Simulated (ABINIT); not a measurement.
Runs of ABINIT 10.8.3 (patched build) on MgSe. It takes space group Fm-3m (No. 225, cubic). The conventional cell has a = 5.451 Å, b = 5.451 Å, c = 5.451 Å, α = 90.00°, β = 90.00°, γ = 90.00°. Se (site symmetry m-3m) has 6 Mg at 2.73 Å as nearest neighbours. Mg (site symmetry m-3m) is surrounded by 6 Se at 2.73 Å. 

| level | cutoff (eV) | fine-grid cutoff | V0 of scaled cells (Å³/atom) | B0 (GPa) |
| --- | --- | --- | --- | --- |
| PBEsol | 626 | 1224.51 eV | 20.25 | (c) |
| LDA | 626 | 1224.51 eV | 19.68 | 71 |
| PBE | 517 | 1034.03 eV | 20.91 | 61 |
| r2SCAN | 626 | 1224.51 eV | (a) | 66 |
| PBE+D3(BJ) | 517 | 1034.03 eV | (d) | 68 |
| AM05 | 626 | 1224.51 eV | 20.34 | 63 |
| PBE+D2 | 517 | 1034.03 eV | 20.44 | 63 |
| PBE+D3 | 517 | 1034.03 eV | (b) | 67 |
| PBE | 626 | 1224.51 eV | 20.91 | 60 |

Alike in all rows: task equation of state; potentials or basis JTH PAW PBE v2.0; no spin polarisation; cell as given; k mesh 8 × 8 × 8; smearing fermi-dirac 0.05 eV.

**Question.** Fill in the values left out.

**Answer.** (a) 20.51; (b) 20.37; (c) 65; (d) 19.98.

Caveats: pressures at fixed basis lie under the slope of the energies; the PAW data sets were made with another functional, which shifts forces and pressure a little (some runs).
